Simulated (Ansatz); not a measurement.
# Equation of state of BaTiO3 from a dense series

```yaml
crystal:
  lattice:
    - [3.98410, 0.00000, 0.00000]
    - [0.00000, 2.83705, 2.84580]
    - [0.00000, -2.83705, 2.84580]
  atoms:
    - { symbol: Ba, position: [0.00000, 0.00000, 0.00000] }
    - { symbol: Ti, position: [0.50000, 0.50790, 0.50790] }
    - { symbol: O, position: [0.00000, 0.49210, 0.49210] }
    - { symbol: O, position: [0.50000, 0.50251, 0.99371] }
    - { symbol: O, position: [0.50000, 0.99371, 0.50251] }
```

Atoms are numbered in the order listed.

The cell comes from COD entry 9016084, which wasn't checked; take it as a given geometry.

Spin–orbit coupling is left out, though it moves levels of the heavy atoms by tenths of an eV or more.

Level of theory: DFT, PBEsol, all-electron LAPW, scalar-relativistic in Ansatz 0.2.0.

The runs use a Γ-centred 8×8×8 k mesh, Fermi–Dirac smearing of 0.05 eV, basis error target 1 meV/atom, no spin polarisation.

The cell is scaled evenly. Fractional coordinates are held (clamped ions).

| V (Å³/atom) | P (GPa) |
| --- | --- |
| 12.352 | 2.83 |
| 12.609 | -0.95 |
| 12.738 | -2.69 |
| 12.867 | -4.32 |
| 12.995 | -5.87 |
| 13.124 | -7.34 |
| 13.381 | -10.03 |
| 13.639 | -12.43 |

Problem. Fit a third-order Birch–Murnaghan curve to the pressures.

Solution. P = (3B0/2)(y^(7/2) − y^(5/2))[1 + (3/4)(B0′ − 4)(y − 1)] with y = (V0/V)^(2/3) fits within 0.01 GPa for V0 = 12.542 Å³/atom, B0 = 179.2 GPa and B0′ = 4.53.

Problem. Predict the pressure at the withheld volume, 12.095 Å³/atom.

Solution. There y = 1.0245, so the fit gives 7.06 GPa; the run gave 7.05 GPa.
